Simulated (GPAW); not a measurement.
A run of GPAW 26.7.0 is set up as follows.

The input run.py:

```python
from ase.dft.bandgap import bandgap
from ase.io import read, write
from ase.units import GPa
from gpaw import GPAW, PW

atoms = read('POSCAR')

calc = GPAW(mode=PW(600),
            xc='LDA',
            kpts={'size': (12, 12, 12), 'gamma': True},
            occupations={'name': 'methfessel-paxton', 'order': 0, 'width': 0.05},
            nbands=7,
            convergence={'density': 1e-05, 'energy': 1e-05},
            maxiter=150,
            txt='gpaw.txt')
atoms.calc = calc
energy = atoms.get_potential_energy()
forces = atoms.get_forces()
stress = atoms.get_stress()
calc.write('gs.gpw')
write('result.traj', atoms)
print(f'Energy: {energy:.6f} eV')
print('Forces (eV/A):')
print(forces.round(4))
print('Stress (GPa):', (stress / GPa).round(3))
print('Fermi level:', round(calc.get_fermi_level(), 4), 'eV')
print(f'Gap: {bandgap(calc)[0]:.4f} eV, direct: {bandgap(calc, direct=True)[0]:.4f} eV')
```

File POSCAR:

```
Al
1.0
   -1.5912186900      1.5912186900      1.5912186900
    1.5912186900     -1.5912186900      1.5912186900
    1.5912186900      1.5912186900     -1.5912186900
Al
1
Direct
    0.0000000000      0.0000000000      0.0000000000
```

Potentials or basis: the program's PAW data sets (release 1.2.1) made for this functional, pw.

Run with:

```bash
$ OMP_NUM_THREADS=1 python run.py
```

Q: Estimate the pressure.

A: 0.7 GPa.

Q: Estimate the band gap on the k mesh.

A: None (metal or under the smearing width).
